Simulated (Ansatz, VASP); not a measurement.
# K2F in VASP and in Ansatz

INCAR

```
SYSTEM = K2F
ALGO = Normal
EDIFF = 1E-6
EDIFFG = -0.04
ENCUT = 600
GGA = PE
IBRION = 2
ISIF = 3
ISMEAR = 0
LASPH = .True.
LCHARG = .False.
LREAL = .False.
LWAVE = .False.
NELM = 100
NSW = 90
PREC = Accurate
SIGMA = 0.1
```

The input KPOINTS:

```
k-points
0
Gamma
  4 4 4
  0 0 0
```

Contents of POSCAR:

```
K2F
1.0
    0.0000000000      3.7125140200      3.7125140200
    3.7125140200      0.0000000000      3.7125140200
    3.7125140200      3.7125140200      0.0000000000
K F
2 1
Direct
    0.2500000000      0.2500000000      0.2500000000
    0.7500000000      0.7500000000      0.7500000000
    0.5000000000      0.5000000000      0.5000000000
```

Input for Ansatz:

```yaml
crystal:
  lattice:
    - [0.0, 3.71251402, 3.71251402]
    - [3.71251402, 0.0, 3.71251402]
    - [3.71251402, 3.71251402, 0.0]
  atoms:
    - { symbol: K, position: [0.25, 0.25, 0.25] }
    - { symbol: K, position: [0.75, 0.75, 0.75] }
    - { symbol: F, position: [0.5, 0.5, 0.5] }
basis:
  ecutwfc: 420
kpoints:
  mp_grid: { grid: [4, 4, 4] }
hamiltonian:
  xc: pbe
scf:
  occupations: { method: gaussian, width: 0.1 }
  lower_state_search: "off"
output:
  forces: true
  stress: true
  eigenvalues: true
relax:
  adjacent_minimum: "off"
  f_tol: 0.04
  max_steps: 70
  cell: { stress_tol: 0.4 }
```

Alike in both runs: task relaxation of cell and atoms; functional PBE; k mesh 4 × 4 × 4; occupations gaussian, width 0.1 eV; no spin polarisation.

|  | VASP | Ansatz |
| --- | --- | --- |
| version | VASP 6.6.1 | Ansatz 0.2.0 |
| potentials or method | VASP PAW PBE potentials, release 64 (K_sv, F) | scalar-relativistic, plane waves, PAW |
| plane-wave cutoff (eV) | 600 | 420 |
| valence electrons in the cell | 25 | 25 |

```csv
,VASP,Ansatz,Ansatz less VASP
"gap on the k mesh at the Fermi level, each at its own relaxed structure (eV)",none,none,-
relaxed volume (Å³/atom),30.75,31.33,+0.572
relaxed cell length with the largest relative difference (Å),5.072,5.103,+0.0313
energy change over the relaxation (meV/atom),-9,-8,+1.2
```

A gap of «none» marks a metal or a gap that the smearing closes.

Caveats: the k mesh is coarse (spacing up to 0.37 Å⁻¹), so the values aren't converged; an odd number of electrons without spin polarisation forces a metal; a magnetic or distorted state may lie lower.
